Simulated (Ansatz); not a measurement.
# Ru (P6_3/mmc) in Ansatz: notebook

The runs below take Ru through single point, equation of state, with r2SCAN.

All numbers are computed with Ansatz 0.2.0; they aren't measurements. Logs are shortened: lines on timing, memory, paths and dates and some standing lists are left out, and cuts for length are marked.

**1. Starting point**

The structure is hexagonal, space group P6_3/mmc (No. 194). Conventional cell: a = 2.706 Å, b = 2.706 Å, c = 4.282 Å, α = 90.00°, β = 90.00°, γ = 120.00°. Around Ru (site symmetry -6m2) lie 12 Ru at 2.65 to 2.71 Å.

**2. Single point, r2SCAN, 12.76 Å³/atom (volume scaled by 0.94)**

File input.yaml:

```yaml
crystal:
  lattice:
    - [2.650564093, 0.0, 0.0]
    - [-1.3252820465, 2.2954558389, 0.0]
    - [0.0, 0.0, 4.1944897589]
  atoms:
    - { symbol: Ru, position: [0.6666666667, 0.3333333333, 0.75] }
    - { symbol: Ru, position: [0.3333333333, 0.6666666667, 0.25] }
hamiltonian:
  xc: r2scan
  pseudopotentials: { kind: paw }
kpoints:
  mp_grid: { grid: [11, 11, 6] }
scf:
  occupations: { method: fermi_dirac, width: 0.05 }
output:
  forces: true
  stress: true
  eigenvalues: true
```

Potentials or basis: Ansatz PAW.

Started as:

```
ansatz run input.yaml --threads 2 --pin off --max-ram 5632MiB --backend cpu --events-out ev --progress --plain --runs-dir out
```

Output:

```text
Warning: RAYON_NUM_THREADS=2 ignored (pool sized by the plan → 2); use --threads N
Engine: ansatz 0.2.0, x86_64-unknown-linux-gnu
Pseudopotentials: kind: paw
Pseudopotential: Ru, paw, valence charge 16, recommended cutoff 500 eV (meta_gga), Ru.paw.azcp
Functional definition: r2SCAN
  parameter k0 = 0.174
  parameter k1 = 0.065
  parameter a1 = 4.9479
  exchange = r2scan_x(k0 = k0, k1 = k1, a1 = a1)
  correlation = r2scan_c
Crystal: 2 atoms, lattice volume = 25.520 Å³
Basis set: ecut = 500 eV, 627 PW (Γ), exchange–correlation on 80×80×128 points (64 copies of the dense FFT grid, shifted against one another)
Bands: 20, of which v1, the nominal top of the filled ones, is band 16 counted from 1 (15 counted from 0)
Symmetry: 24 space group operations
Space group: P63/mmc (ITA 194), of the structure as read, at distance tolerance 2.9e-5 Å
k-points: 64 of 726
Non-local potential: Ru, projectors of the file, l = 0: 3, l = 1: 2, l = 2: 2, l = 3: 1
PAW form: soft (Blöchl's): semilocal exchange-correlation on the pseudo side does not see the compensation charge
PAW frozen core: Ru, regenerated for the run's functional (the file was generated under x = pbe(κ = 0.804, μ = 0.2195149727645171), c = pbe(β = 0.06672455060314922))
PAW one-centre angular grid: Ru, 590 points (default); XC on 160 Gauss nodes
Initial density: superposition of atomic densities (neutral atoms: chi_scale 0, normalization atom), corrected by the library's trained network
Initial wavefunctions: pseudopotential atomic-orbital guess
Functional: x = r2scan, c = r2scan; τ floored in thin density (d = 2e-4 eV/Å³)
SCF iter   1: F=—  HF=-11781.286976 eV  |F-HF|=—  |Δ(HF+E_count)|=         —  Δρ=1.17e-2  dr2=1.07e-2  dr2_τ=1.61e-2  ethr=1.77e-3  ⟨swp⟩=5.2  Hψ=5317  notcnv=0
preconditioner: auto → none  [metal: Δε(μ)=0.031 eV  Ē_g=6.605 eV  σ=0.050 eV  W_gap=0.16  n_scr=8 (ndim 8)  ℏωp=29.4 eV  f_vac=0.000  D(μ)=1.83/eV (n_scr^D=22)  sad-step TF]
SCF iter   2: F=—  HF=-11781.310054 eV  |F-HF|=—  |Δ(HF+E_count)|=   2.31e-2  Δρ=6.41e-3  dr2=2.49e-3  dr2_τ=1.98e-4  ethr=3.33e-5  ⟨swp⟩=2.0  Hψ=3063  notcnv=0  defer=5
SCF iter   3: F=—  HF=-11781.313366 eV  |F-HF|=—  |Δ(HF+E_count)|=   3.31e-3  Δρ=1.35e-3  dr2=2.51e-4  dr2_τ=4.46e-5  ethr=7.80e-6  ⟨swp⟩=2.0  Hψ=2468  notcnv=0  defer=5
SCF iter   4: F=—  HF=-11781.313513 eV  |F-HF|=—  |Δ(HF+E_count)|=   1.47e-4  Δρ=2.83e-4  dr2=9.25e-6  dr2_τ=1.51e-6  ethr=7.85e-7  ⟨swp⟩=2.9  Hψ=2357  notcnv=0  defer=5
SCF iter   5: F=—  HF=-11781.313539 eV  |F-HF|=—  |Δ(HF+E_count)|=   2.60e-5  Δρ=6.96e-5  dr2=3.65e-7  dr2_τ=1.83e-7  ethr=2.89e-8  ⟨swp⟩=2.0  Hψ=2178  notcnv=0  defer=5
SCF iter   6: F=-11781.313540 eV  HF=-11781.313540 eV  |F-HF|=1.29e-8  |Δ(HF+E_count)|=   7.87e-7  Δρ=1.15e-5  dr2=1.27e-8  dr2_τ=2.76e-9  ethr=3.13e-10  ⟨swp⟩=6.2  Hψ=6101  notcnv=0
SCF 1 converged in 6 iterations: F = -11781.313540 eV  dr2 = 1.27e-8
SCF converged after 6 iterations
Free energy (F): -11781.313540 eV
Harris-Foulkes:  -11781.313540 eV  (|F-HF|=1.29e-8)
Internal energy: -11781.299025 eV  (E = F + TS)
E sigma→0 (E₀):  -11781.306282 eV
Entropy (-TS):   -0.014515 eV (-7.257 meV/atom)
Fermi energy:    25.161120 eV
--- Per-component energies (eV) ---
  E_band       = -85.254218
  E_kinetic    = 1034.034253
  E_local      = -2384.510622  (includes V_loc(G=0)·N_el)
  E_nonlocal   = 686.247900
  E_hartree    = 767.726418
  E_xc         = -370.539321
  E_vxc        = -536.913860  (∫ρ·V_xc dr)
  E_paw        = -6958.186177  (= ΣΔE_a)
  E_vpaw       = -457.296367  (= ΣTr[D̂ρ^β])
  E_aug_tail   = 0.000162  (compensation charges beyond the density's cutoff)
  E_vtau       = 37.733780  (kinetic-family band-sum trace: ∫τ·v_τ [+ j·A + Jᵃ·Aᵃ] dr)
  E_ewald      = -4555.449726
  E_core_change = -0.621911  (= ΣΔE_core)
  E_smearing   = -0.014515  (= −TS)
  E_closure    = -0.000000  (closes the sum)
  Σ components = -11781.313540   (vs F -11781.313540, Δ=0.00e0)
--- Forces (eV/Å), atoms counted from 1 ---
  atom   1  Ru     0.00000000    -0.00000000     0.00000000
  atom   2  Ru     0.00000000     0.00000000     0.00000000
  max |Σ_I F_I| component: 1.85e-17 eV/Å
--- Stress (GPa, compression-positive) ---
       21.371990      -0.000000       0.000000
        0.000000      21.371990       0.000000
        0.000000       0.000000      21.899033
  P = ⅓ Tr σ = 21.5477 GPa (215.477 kbar)
--- Band table (eV; the first three rows and the last of 64) ---
  k-point 0: bands = ["-50.2444", "-49.9563", "-20.1061", "-18.8853", "-18.8853", "-18.6658", "-18.6658", "-18.6079", "16.5487", "18.2406", "22.2700", "22.2700", "22.4761", "23.0459", "23.0459", "23.6351", "23.6351", "26.5844", "26.5844", "26.6857"]
  k-point 1: bands = ["-50.2255", "-49.9760", "-20.0108", "-18.8708", "-18.8708", "-18.7139", "-18.6807", "-18.6807", "16.8904", "18.3635", "22.0965", "22.0965", "22.3067", "22.8465", "22.8465", "24.0863", "24.0863", "25.6607", "26.5970", "26.5970"]
  k-point 2: bands = ["-50.1736", "-50.0295", "-19.7469", "-18.9989", "-18.8309", "-18.8309", "-18.7212", "-18.7212", "17.7714", "18.6266", "21.9576", "21.9576", "21.9878", "22.4298", "22.4298", "23.6886", "24.9805", "24.9805", "26.4315", "26.4315"]
  k-point 63: bands = ["-49.9339", "-49.9339", "-19.8160", "-19.8160", "-19.4171", "-19.4171", "-18.8667", "-18.8667", "19.6852", "19.6852", "20.7005", "20.7005", "22.1601", "22.1601", "23.9660", "23.9660", "26.7070", "26.7070", "33.9165", "33.9165"]
```

It took 3.6 s on 2 threads of AMD EPYC (Zen 3), shared host; peak memory 0.39 GiB.

Results:

- Free energy: -11781.3135 eV
- Pressure: 21.5 GPa
- Band gap on the k mesh: none (metal or under the smearing width)

Caveat: the PAW data sets come from PBE, with cores solved anew for the run's functional, which leaves a small shift of forces and pressure.

**3. Single point, r2SCAN, 13.03 Å³/atom (volume scaled by 0.96)**

Changes to input.yaml since step 2:

```diff
@@ -2,5 +2,5 @@
   lattice:
-    - [2.650564093, 0.0, 0.0]
-    - [-1.3252820465, 2.2954558389, 0.0]
-    - [0.0, 0.0, 4.1944897589]
+    - [2.6692306523, 0.0, 0.0]
+    - [-1.3346153261, 2.3116215535, 0.0]
+    - [0.0, 0.0, 4.2240293924]
   atoms:
```

Potentials or basis: Ansatz PAW.

Started as:

```
ansatz run input.yaml --threads 2 --pin off --max-ram 5632MiB --backend cpu --events-out ev --progress --plain --runs-dir out
```

Wall time 4.1 s (2 threads of AMD EPYC (Zen 3), shared host); peak memory 0.39 GiB.

Results (log left out):

```yaml
Free_energy: -11781.3714 eV
Pressure: 12.8 GPa
Band_gap_on_the_k_mesh: none (metal or under the smearing width)
```

Caveat: the PAW data sets come from PBE, with cores solved anew for the run's functional, which leaves a small shift of forces and pressure.

**4. Single point, r2SCAN, 13.30 Å³/atom (volume scaled by 0.98)**

Changes to input.yaml since step 3:

```diff
@@ -2,5 +2,5 @@
   lattice:
-    - [2.6692306523, 0.0, 0.0]
-    - [-1.3346153261, 2.3116215535, 0.0]
-    - [0.0, 0.0, 4.2240293924]
+    - [2.6876397213, 0.0, 0.0]
+    - [-1.3438198606, 2.3275642749, 0.0]
+    - [0.0, 0.0, 4.2531615502]
   atoms:
```

Started as:

```
ansatz run input.yaml --threads 2 --pin off --max-ram 5632MiB --backend cpu --events-out ev --progress --plain --runs-dir out
```

It took 4.2 s on 2 threads of AMD EPYC (Zen 3), shared host; peak memory 0.39 GiB.

It converged, with:

| Property | Result |
| --- | --- |
| Free energy | -11781.4012 eV |
| Pressure | 4.9 GPa |
| Band gap on the k mesh | none (metal or under the smearing width) |

Caveat: the PAW data sets come from PBE, with cores solved anew for the run's functional, which leaves a small shift of forces and pressure.

**5. Single point, r2SCAN, 13.57 Å³/atom**

Changes to input.yaml since step 4:

```diff
@@ -2,5 +2,5 @@
   lattice:
-    - [2.6876397213, 0.0, 0.0]
-    - [-1.3438198606, 2.3275642749, 0.0]
-    - [0.0, 0.0, 4.2531615502]
+    - [2.7058, 0.0, 0.0]
+    - [-1.3529, 2.3432915376, 0.0]
+    - [0.0, 0.0, 4.2819]
   atoms:
@@ -19 +19,5 @@
   eigenvalues: true
+  write_density: true
+  write_potential: true
+  elf: true
+  volumetric_format: npy
```

Started as:

```
ansatz run input.yaml --threads 2 --pin off --max-ram 5632MiB --backend cpu --events-out ev --progress --plain --runs-dir out
```

Wall time 6 s (2 threads of AMD EPYC (Zen 3), shared host); peak memory 0.39 GiB.

The run converged. Its results:

```yaml
Free_energy: -11781.4059 eV
Pressure: -2.0 GPa
Band_gap_on_the_k_mesh: none (metal or under the smearing width)
```

Caveat: the PAW data sets come from PBE, with cores solved anew for the run's functional, which leaves a small shift of forces and pressure.

**6. Single point, r2SCAN, 13.85 Å³/atom (volume scaled by 1.02)**

Changes to input.yaml since step 5:

```diff
@@ -2,5 +2,5 @@
   lattice:
-    - [2.7058, 0.0, 0.0]
-    - [-1.3529, 2.3432915376, 0.0]
-    - [0.0, 0.0, 4.2819]
+    - [2.7237197275, 0.0, 0.0]
+    - [-1.3618598638, 2.3588104769, 0.0]
+    - [0.0, 0.0, 4.3102577801]
   atoms:
@@ -19,5 +19 @@
   eigenvalues: true
-  write_density: true
-  write_potential: true
-  elf: true
-  volumetric_format: npy
```

Potentials or basis: Ansatz PAW.

Started as:

```
ansatz run input.yaml --threads 2 --pin off --max-ram 5632MiB --backend cpu --events-out ev --progress --plain --runs-dir out
```

It took 4.8 s on 2 threads of AMD EPYC (Zen 3), shared host; peak memory 0.39 GiB.

The run converged. Its results:

- Free energy: -11781.3884 eV
- Pressure: -8.2 GPa
- Band gap on the k mesh: none (metal or under the smearing width)

Caveat: the PAW data sets come from PBE, with cores solved anew for the run's functional, which leaves a small shift of forces and pressure.

**7. Single point, r2SCAN, 14.12 Å³/atom (volume scaled by 1.04)**

Changes to input.yaml since step 6:

```diff
@@ -2,5 +2,5 @@
   lattice:
-    - [2.7237197275, 0.0, 0.0]
-    - [-1.3618598638, 2.3588104769, 0.0]
-    - [0.0, 0.0, 4.3102577801]
+    - [2.7414067149, 0.0, 0.0]
+    - [-1.3707033574, 2.3741278572, 0.0]
+    - [0.0, 0.0, 4.3382472512]
   atoms:
@@ -19 +19,5 @@
   eigenvalues: true
+  write_density: true
+  write_potential: true
+  elf: true
+  volumetric_format: npy
```

Started as:

```
ansatz run input.yaml --threads 2 --pin off --max-ram 5632MiB --backend cpu --events-out ev --progress --plain --runs-dir out
```

It took 6.7 s on 2 threads of AMD EPYC (Zen 3), shared host; peak memory 0.4 GiB.

Results (log left out):

* Free energy: -11781.3510 eV
* Pressure: -13.7 GPa
* Band gap on the k mesh: none (metal or under the smearing width)

Caveat: the PAW data sets come from PBE, with cores solved anew for the run's functional, which leaves a small shift of forces and pressure.

**8. Single point, r2SCAN, 14.39 Å³/atom (volume scaled by 1.06)**

Changes to input.yaml since step 7:

```diff
@@ -2,5 +2,5 @@
   lattice:
-    - [2.7414067149, 0.0, 0.0]
-    - [-1.3707033574, 2.3741278572, 0.0]
-    - [0.0, 0.0, 4.3382472512]
+    - [2.7588683749, 0.0, 0.0]
+    - [-1.3794341875, 2.3892500984, 0.0]
+    - [0.0, 0.0, 4.3658801443]
   atoms:
@@ -19,5 +19 @@
   eigenvalues: true
-  write_density: true
-  write_potential: true
-  elf: true
-  volumetric_format: npy
```

Started as:

```
ansatz run input.yaml --threads 2 --pin off --max-ram 5632MiB --backend cpu --events-out ev --progress --plain --runs-dir out
```

It took 5.3 s on 2 threads of AMD EPYC (Zen 3), shared host; peak memory 0.41 GiB.

The run converged. Its results:

```
Free energy            : -11781.2961 eV
Pressure               : -18.6 GPa
Band gap on the k mesh : none (metal or under the smearing width)
```

Caveat: the PAW data sets come from PBE, with cores solved anew for the run's functional, which leaves a small shift of forces and pressure.

**9. Equation of state, r2SCAN**

Potentials or basis: Ansatz PAW.

No new run: the results of the series are fitted here.

Results:

```
Equilibrium volume                        : 13.49 Å³/atom
Bulk modulus at fixed shape and positions : 338 GPa
Pressure derivative of the bulk modulus   : 4.8
```

Energy against volume, from the lowest point:
```tsv
volume (Å³/atom)	energy (meV/atom)
12.760	46.17
13.032	17.24
13.303	2.36
13.575	0.00
13.846	8.77
14.118	27.42
14.389	54.88
```

Caveat: the cell was scaled at fixed shape and fractional positions, which overstates the stiffness of a crystal with free parameters, most of all of layers and chains; the PAW data sets were made with another functional, which shifts forces and pressure a little.
